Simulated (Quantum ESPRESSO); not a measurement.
# LiF (Griceite) under changes of volume

One of the cells (8.169 Å³/atom); the others are scaled copies at fixed shape and fractional positions:

```
CELL_PARAMETERS angstrom
0.00000 2.01400 2.01400
2.01400 0.00000 2.01400
2.01400 2.01400 0.00000
ATOMIC_POSITIONS crystal
F 0.50000 0.50000 0.50000
Li 0.00000 0.00000 0.00000
```

```yaml
Program: Quantum ESPRESSO 7.5
Functional: PBE
Dispersion: D3(BJ)
Potentials_or_basis: PseudoDojo 0.4.1 SR PBE standard
Cutoff: 1143 eV
Density_cutoff: 4572 eV
k_mesh: 11 × 11 × 11
Occupations: fermi-dirac, width 0.05 eV
Spin: no spin polarisation
```

```csv
volume (Å³/atom),energy over the lowest point (meV/atom),pressure (GPa),gap on the mesh (eV)
7.679,?,?,?
7.842,0.99,1.8,9.49
8.006,0.00,0.2,9.30
8.169,0.57,-1.3,9.11
8.333,2.55,-2.6,8.94
8.496,5.80,-3.8,8.77
8.659,10.19,-4.8,8.61
```

Question: What does the run at 7.679 Å³/atom give?

Answer: Energy over the lowest point 3.72 meV/atom; pressure 3.6 GPa; gap on the mesh 9.69 eV.

Worked out: A Birch-Murnaghan fit of order 3 (a polynomial in V^(-2/3)) to the other rows has its minimum at 8.02 Å³/atom with B0 = V·E''(V) = 74 GPa and B' = 3.9. It gives 3.69 meV/atom at 7.679 Å³/atom, against the run's 3.72, and -dE/dV = 3.6 GPa, against 3.6. A straight line through the other rows of the gap, of slope -8.88 eV per unit of ln V (its deformation potential), extrapolates to 9.67 eV, against the run's 9.69.

Energies are extrapolated to zero smearing.

Caveats: an odd mesh through Γ misses points on the zone boundary, where band edges often lie.
